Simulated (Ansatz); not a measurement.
# How SnS2 answers to pressure

```
Sn S
1.0
     3.59830    0.00000    0.00000
    -1.79915    3.11622    0.00000
     0.00000    0.00000    5.49400
Sn S
1 2
Direct
  0.00000 0.00000 0.00000
  0.66667 0.33333 0.26390
  0.33333 0.66667 0.73610
```

The conventional cell has a = 3.598 Å, b = 3.598 Å, c = 5.494 Å, α = 90.00°, β = 90.00°, γ = 120.00°. Around Sn (atom 1) lie 6 S at 2.53 Å. S (atom 2) has 3 Sn at 2.53 Å as nearest neighbours.

Structure: COD 7038081, as refined from experiment and not relaxed.

No spin–orbit coupling, which matters for the heavy atoms here.

Theory: Ansatz 0.2.0, DFT, LDA, all-electron LAPW, scalar-relativistic.

The runs use a Γ-centred 8×8×5 k mesh, Fermi–Dirac smearing of 0.01 eV, basis error target 1 meV/atom, no spin polarisation.

The cell is scaled evenly with fractional coordinates held. Semilocal gaps are too small, but their slopes usually carry over better; a slope of a few tenths of an eV per unit of ln V is near zero and can change sign within a few per cent of volume.

| V/V(cell) | P (GPa) | gap on the k mesh (eV) |
| --- | --- | --- |
| 0.9800 | 5.72 | 1.070 |
| 1.0000 | 3.49 | 1.041 |
| 1.0100 | 2.46 | 1.027 |
| 1.0400 | -0.31 | 0.986 |

Task: From the rows at 0.9800 and 1.0100, what is the bulk modulus at the cell's volume?

Result: B = −ΔP/Δln V = −[(2.46) − (5.72)]/0.03015 = 108.1 GPa. This is the modulus at 3.49 GPa, not at zero pressure.

Task: What are the gap's volume deformation potential and pressure coefficient?

Result: dEg/dln V = (1.027 − 1.070)/0.03015 = -1.43 eV, and dEg/dP = −(dEg/dln V)/B = 13 meV/GPa: pressure widens the gap.

Task: Predict the row at V/V(cell) = 0.9400. How far is a linear estimate of P off?

Result: P = 11.00 GPa, gap 1.127 eV. The linear estimate P(cell) − B ln(V/V(cell)) = 10.18 GPa misses by 0.82 GPa, since the modulus grows under compression.
